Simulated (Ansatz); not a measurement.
# Titanium, fcc under BLYP: from relaxation to bulk modulus, part 2 of 2

Aim: take titanium in the fcc structure, relax it, solve it on a dense k-mesh, then scale the cell to 7 volumes from 88 to 112 % of the relaxed one and try a fit of the equation of state. Spin polarisation is left out. The k-meshes are 13×13×13 for the relaxation; 21×21×21 for the dense run; 15×15×15 for the volumes.

Ansatz 0.2.0; DFT, BLYP, plane waves (420 eV) with PAW, scalar-relativistic.

**7. At 100 % of the relaxed volume**

This is Ti in the fcc structure; at room conditions it is hcp.

input.yaml

```yaml
crystal:
  lattice:
    - [0.0, 2.0732865761, 2.0732865761]
    - [2.0732865761, 0.0, 2.0732865761]
    - [2.0732865761, 2.0732865761, 0.0]
  atoms:
    - { symbol: Ti, position: [0.0, 0.0, 0.0] }
hamiltonian:
  xc: blyp
  pseudopotentials:
    kind: paw
    azcp:
      Ti: "pseudopotentials/Ti.paw.azcp"
basis:
  ecutwfc: 420
  fft_grid_basis: typed
kpoints:
  mp_grid: { grid: [15, 15, 15], shift: [0, 0, 0] }
magnetization:
  spin_polarized: false
scf:
  occupations: { method: fermi_dirac, width: 0.1 }
  lower_state_search: "off"
output:
  stress: true
  write_density: true
  write_potential: true
  elf: true
  volumetric_format: npy
```

What it wrote, shortened:

```text
Warning: RAYON_NUM_THREADS=2 ignored (pool sized by the plan → 2); use --threads N
[...]
Pseudopotentials: kind: paw
Pseudopotential: Ti, paw, valence charge 12, recommended cutoff 420 eV (normal), <dir>
Functional definition: BLYP
[...]
Crystal: 1 atoms, lattice volume = 17.824 Å³
Basis set: ecut = 420 eV, 339 PW (Γ), exchange–correlation on 40×40×40 points (8 copies of the dense FFT grid, shifted against one another)
Bands: 10, of which v1, the nominal top of the filled ones, is band 6 counted from 1 (5 counted from 0)
Symmetry: 48 space group operations
Space group: Fm-3m (ITA 225), of the structure as read, at distance tolerance 2.6e-5 Å
k-points: 120 of 3375
[...]
SCF iter   1: F=—  HF=-2505.876398 eV  |F-HF|=—  |Δ(HF+E_count)|=         —  Δρ=1.32e-2  dr2=3.51e-2  ethr=1.77e-3  ⟨swp⟩=4.5  Hψ=6470  notcnv=0
[...]
SCF iter   6: F=-2505.867356 eV  HF=-2505.867356 eV  |F-HF|=1.48e-10  |Δ(HF+E_count)|=   3.33e-9  Δρ=1.52e-6  dr2=3.16e-10  ethr=6.42e-10  ⟨swp⟩=4.5  Hψ=6236  notcnv=0
[...]
SCF converged after 6 iterations
Free energy (F): -2505.867356 eV
[...]
E sigma→0 (E₀):  -2505.837434 eV
Entropy (-TS):   -0.059844 eV (-59.844 meV/atom)
Fermi energy:    13.317411 eV
[...]
--- Stress (GPa, compression-positive) ---
        0.007615       0.000000       0.000000
        0.000000       0.007615       0.000000
        0.000000       0.000000       0.007615
  P = ⅓ Tr σ = 0.0076 GPa (0.076 kbar)
--- Band table (eV; the first three rows and the last of 120) ---
  k-point 0: bands = ["-43.2901", "-19.2764", "-19.2764", "-19.2764", "7.4446", "14.1081", "14.1081", "14.1081", "15.6861", "15.6861"]
[...]
```

Wall time 0.63 s (2 threads of Intel Xeon 6975P-C (Granite Rapids), shared host); peak memory 0.36 GiB.

**8. At 104 % of the relaxed volume**

input.yaml: that of step 7 with these lines changed.

```diff
@@ -2,5 +2,5 @@
   lattice:
-    - [0.0, 2.0732865761, 2.0732865761]
-    - [2.0732865761, 0.0, 2.0732865761]
-    - [2.0732865761, 2.0732865761, 0.0]
+    - [0.0, 2.1005697914, 2.1005697914]
+    - [2.1005697914, 0.0, 2.1005697914]
+    - [2.1005697914, 2.1005697914, 0.0]
   atoms:
```

What it wrote, shortened:

```text
Warning: RAYON_NUM_THREADS=2 ignored (pool sized by the plan → 2); use --threads N
[...]
[... 3 set-up lines as earlier in the session ...]
[...]
Crystal: 1 atoms, lattice volume = 18.537 Å³
Basis set: ecut = 420 eV, 339 PW (Γ), exchange–correlation on 40×40×40 points (8 copies of the dense FFT grid, shifted against one another)
Bands: 10, of which v1, the nominal top of the filled ones, is band 6 counted from 1 (5 counted from 0)
[... 2 set-up lines as earlier in the session ...]
k-points: 120 of 3375
[...]
SCF iter   1: F=—  HF=-2505.867717 eV  |F-HF|=—  |Δ(HF+E_count)|=         —  Δρ=1.28e-2  dr2=3.52e-2  ethr=1.77e-3  ⟨swp⟩=4.5  Hψ=6533  notcnv=0
[...]
SCF iter   6: F=-2505.858964 eV  HF=-2505.858964 eV  |F-HF|=2.21e-10  |Δ(HF+E_count)|=   2.51e-9  Δρ=1.91e-6  dr2=5.33e-10  ethr=8.33e-10  ⟨swp⟩=7.8  Hψ=7005  notcnv=0
[...]
SCF converged after 6 iterations
Free energy (F): -2505.858964 eV
[...]
E sigma→0 (E₀):  -2505.827626 eV
Entropy (-TS):   -0.062675 eV (-62.675 meV/atom)
Fermi energy:    12.720005 eV
[...]
--- Stress (GPa, compression-positive) ---
       -3.665166       0.000000       0.000000
       -0.000000      -3.665166       0.000000
       -0.000000       0.000000      -3.665166
  P = ⅓ Tr σ = -3.6652 GPa (-36.652 kbar)
--- Band table (eV; the first three rows and the last of 120) ---
  k-point 0: bands = ["-43.9508", "-19.9749", "-19.9749", "-19.9749", "6.9358", "13.4858", "13.4858", "13.4858", "14.9827", "14.9827"]
[...]
```

It took 0.7 s on 2 threads of Intel Xeon 6975P-C (Granite Rapids), shared host; peak memory 0.36 GiB.

**9. At 108 % of the relaxed volume**

input.yaml: that of step 8 with these lines changed.

```diff
@@ -2,5 +2,5 @@
   lattice:
-    - [0.0, 2.1005697914, 2.1005697914]
-    - [2.1005697914, 0.0, 2.1005697914]
-    - [2.1005697914, 2.1005697914, 0.0]
+    - [0.0, 2.1271621055, 2.1271621055]
+    - [2.1271621055, 0.0, 2.1271621055]
+    - [2.1271621055, 2.1271621055, 0.0]
   atoms:
```

What it wrote, shortened:

```text
Warning: RAYON_NUM_THREADS=2 ignored (pool sized by the plan → 2); use --threads N
[...]
[... 3 set-up lines as earlier in the session ...]
[...]
Crystal: 1 atoms, lattice volume = 19.250 Å³
Basis set: ecut = 420 eV, 339 PW (Γ), exchange–correlation on 48×48×48 points (8 copies of the dense FFT grid, shifted against one another)
Bands: 10, of which v1, the nominal top of the filled ones, is band 6 counted from 1 (5 counted from 0)
[... 1 set-up line as earlier in the session ...]
Space group: Fm-3m (ITA 225), of the structure as read, at distance tolerance 2.7e-5 Å
k-points: 120 of 3375
[...]
SCF iter   1: F=—  HF=-2505.843975 eV  |F-HF|=—  |Δ(HF+E_count)|=         —  Δρ=1.23e-2  dr2=3.48e-2  ethr=1.77e-3  ⟨swp⟩=4.5  Hψ=6509  notcnv=0
[...]
SCF iter   6: F=-2505.835657 eV  HF=-2505.835657 eV  |F-HF|=8.25e-10  |Δ(HF+E_count)|=   1.61e-8  Δρ=1.88e-6  dr2=4.22e-10  ethr=8.33e-10  ⟨swp⟩=7.9  Hψ=7054  notcnv=0
[...]
SCF converged after 6 iterations
Free energy (F): -2505.835657 eV
[...]
E sigma→0 (E₀):  -2505.802892 eV
Entropy (-TS):   -0.065530 eV (-65.530 meV/atom)
Fermi energy:    12.165159 eV
[...]
--- Stress (GPa, compression-positive) ---
       -6.713956      -0.000000      -0.000000
        0.000000      -6.713956       0.000000
        0.000000       0.000000      -6.713956
  P = ⅓ Tr σ = -6.7140 GPa (-67.140 kbar)
--- Band table (eV; the first three rows and the last of 120) ---
  k-point 0: bands = ["-44.5682", "-20.6241", "-20.6241", "-20.6241", "6.4701", "12.9054", "12.9054", "12.9054", "14.3281", "14.3281"]
[...]
```

Run time: 0.7 s. Hardware: 2 threads of Intel Xeon 6975P-C (Granite Rapids), shared host; peak memory 0.36 GiB.

**10. At 112 % of the relaxed volume**

input.yaml: that of step 9 with these lines changed.

```diff
@@ -2,5 +2,5 @@
   lattice:
-    - [0.0, 2.1271621055, 2.1271621055]
-    - [2.1271621055, 0.0, 2.1271621055]
-    - [2.1271621055, 2.1271621055, 0.0]
+    - [0.0, 2.1531056636, 2.1531056636]
+    - [2.1531056636, 0.0, 2.1531056636]
+    - [2.1531056636, 2.1531056636, 0.0]
   atoms:
@@ -25,5 +25 @@
   stress: true
-  write_density: true
-  write_potential: true
-  elf: true
-  volumetric_format: npy
```

What it wrote, shortened:

```text
Warning: RAYON_NUM_THREADS=2 ignored (pool sized by the plan → 2); use --threads N
[...]
[... 3 set-up lines as earlier in the session ...]
[...]
Crystal: 1 atoms, lattice volume = 19.963 Å³
Basis set: ecut = 420 eV, 387 PW (Γ), exchange–correlation on 48×48×48 points (8 copies of the dense FFT grid, shifted against one another)
Bands: 10, of which v1, the nominal top of the filled ones, is band 6 counted from 1 (5 counted from 0)
[... 2 set-up lines as earlier in the session ...]
k-points: 120 of 3375
[...]
SCF iter   1: F=—  HF=-2505.807762 eV  |F-HF|=—  |Δ(HF+E_count)|=         —  Δρ=1.18e-2  dr2=3.35e-2  ethr=1.77e-3  ⟨swp⟩=4.5  Hψ=6539  notcnv=0
[...]
SCF iter   6: F=-2505.799980 eV  HF=-2505.799980 eV  |F-HF|=1.54e-9  |Δ(HF+E_count)|=   4.83e-8  Δρ=1.98e-6  dr2=3.54e-10  ethr=7.46e-10  ⟨swp⟩=2.0  Hψ=4506  notcnv=0
[...]
SCF converged after 6 iterations
Free energy (F): -2505.799980 eV
[...]
E sigma→0 (E₀):  -2505.765776 eV
Entropy (-TS):   -0.068408 eV (-68.408 meV/atom)
Fermi energy:    11.648499 eV
[...]
--- Stress (GPa, compression-positive) ---
       -9.238223      -0.000000       0.000000
        0.000000      -9.238223      -0.000000
        0.000000      -0.000000      -9.238223
  P = ⅓ Tr σ = -9.2382 GPa (-92.382 kbar)
```

Run time: 0.61 s. Hardware: 2 threads of Intel Xeon 6975P-C (Granite Rapids), shared host; peak memory 0.36 GiB.

**11. Energy and pressure against volume**

All volumes keep the relaxed shape and fractional coordinates.

| V (Å³/atom) | E − E₀ (meV/atom) | P from the stress (GPa) | P from the fit (GPa) |
| --- | --- | --- | --- |
| 15.685 | 93.5 | 16.10 | 15.81 |
| 16.398 | 37.9 | 9.73 | 9.41 |
| 17.111 | 8.2 | 4.42 | 4.10 |
| 17.824 | 0.0 | 0.01 | -0.31 |
| 18.537 | 9.8 | -3.67 | -3.98 |
| 19.250 | 34.6 | -6.71 | -7.04 |
| 19.963 | 71.7 | -9.24 | -9.59 |

A third-order Birch-Murnaghan fit gives V₀ = 17.770 Å³/atom, B₀ = 102 GPa and B₀′ = 3.6; it misses no point by more than 0.03 meV/atom.

Fit and stress differ a little: one follows E(σ → 0), the other the smeared free energy.

**12. Summary of results**

This closing draws on all 2 parts.

| quantity | value |
| --- | --- |
| space group (spins left aside) | Fm-3m (No. 225) |
| conventional cell | a = 4.147 Å |
| volume | 17.824 Å³/atom |
| shortest distance | 2.932 Å |
| gap on the mesh | none (levels filled in part) |
| relative to hcp | +57 meV/atom |
| highest ELF outside the cores | 0.72, 2.07 Å from the nearest atom |
| V₀, B₀, B₀′ | 17.770 Å³/atom, 102 GPa, 3.6 |

In words: The relaxation enlarged the cell by 0.9 % in volume. It lies 57 meV/atom above the element's reference form at the same level (hcp, from a run of its own). Levels at the Fermi energy are filled in part, as in a metal. The fitted modulus is 102 GPa. The symmetry was held, so the structure may be unstable against distortions that break it.
